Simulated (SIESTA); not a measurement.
## ZnS under changes of volume

One of the cells (20.121 Å³/atom); the others are scaled copies at fixed shape and fractional positions:

```
CELL_PARAMETERS angstrom
0.00000 2.71989 2.71989
2.71989 0.00000 2.71989
2.71989 2.71989 0.00000
ATOMIC_POSITIONS crystal
Zn 0.75000 0.75000 0.75000
S 0.00000 0.00000 0.00000
```

- Program: SIESTA 5.4.2
- Functional: PBE
- Potentials or basis: PseudoDojo 0.4 standard (PBE files)
- Basis: DZP (energy shift 0.003 Ry; two zetas on semicore shells)
- Grid cutoff: 800 Ry
- Energy shift: 0.003 Ry
- k mesh: 9 × 9 × 9
- Occupations: fermi-dirac, width 0.05 eV
- Spin: no spin polarisation

```tsv
volume (Å³/atom)	energy over the lowest point (meV/atom)	pressure (GPa)	gap on the mesh (eV)
18.543	?	?	?
18.938	24.16	6.0	2.73
19.332	12.19	3.9	2.61
20.121	0.28	0.8	2.38
20.516	0.00	-0.5	2.27
20.910	3.07	-1.8	2.17
```

What does the run at 18.543 Å³/atom give?

Energy over the lowest point 41.71 meV/atom; pressure 8.1 GPa; gap on the mesh 2.85 eV.

Worked out: A Birch-Murnaghan fit of order 3 (a polynomial in V^(-2/3)) to the other rows has its minimum at 20.35 Å³/atom with B0 = V·E''(V) = 74 GPa (rough, since the energies scatter). It gives 40.56 meV/atom at 18.543 Å³/atom, against the run's 41.71, and -dE/dV = 7.6 GPa, against 8.1. A straight line through the other rows of the gap, of slope -5.68 eV per unit of ln V (its deformation potential), extrapolates to 2.85 eV, against the run's 2.85.

Energies are extrapolated to zero smearing.

Caveats: short orbitals over semicore shells can move pressures by several GPa; the valence orbitals were made in a potential fitted to the semicore shell under them, which widens gaps by tenths of an eV or more; an odd mesh through Γ misses points on the zone boundary, where band edges often lie; the basis of atomic orbitals isn't converged, which shifts pressures, moduli and gaps.
